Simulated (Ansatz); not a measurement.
Sr: do energies and stresses tell the same story?

The calculation used DFT PBEsol, scalar-relativistic, plane waves, PAW in Ansatz.

Plane waves to 420 eV, a k mesh through Γ of 12×12×12 on the computed 1-atom cell and Gaussian smearing (0.10 eV); no spin polarisation.

Relaxed cell: Fm-3m, a = 5.916 Å, b = 5.916 Å, c = 5.916 Å, α = 90.00°, β = 90.00°, γ = 90.00°, 1 atom in the primitive cell.

Energies at zero smearing and pressures from the stress tensor, at volumes with shape and atoms relaxed:
```
V (Å³/atom) E − E(first) (meV/atom) P (GPa)
     45.548                     0.00    2.064
     47.101                   -16.85    1.443
     48.654                   -27.95    0.902
     50.207                   -34.06    0.431
     51.759                   -35.85    0.024
     53.312                   -33.93   -0.329
     54.865                   -28.82   -0.635
     56.935                   -17.86   -0.983
```

Q: Check P = −dE/dV between neighbouring volumes, and get the bulk modulus from the pressures alone.

A: With 1 eV/Å³ = 160.2 GPa:
```csv
middle V (Å³/atom),−ΔE/ΔV (GPa),mean P (GPa)
46.325,1.738,1.754
47.877,1.146,1.172
49.430,0.631,0.666
50.983,0.185,0.228
52.536,-0.199,-0.152
54.089,-0.527,-0.482
55.900,-0.848,-0.809
```

The two differ by 0.046 GPa at most. The mean of two end pressures misses the average over a step by about ΔV² P″/12, up to 0.007 GPa here; with that taken off 0.042 GPa remains. The stress is the derivative of the free energy, not of the energy at zero smearing, and with free energies 0.00 GPa remains. Around V = 51.759 Å³/atom, the two neighbours give B = −V ΔP/ΔV = 51.759 × 0.760 / 3.106 = 12.7 GPa, against B0 = 12.8 GPa from the Birch–Murnaghan fit of the energies.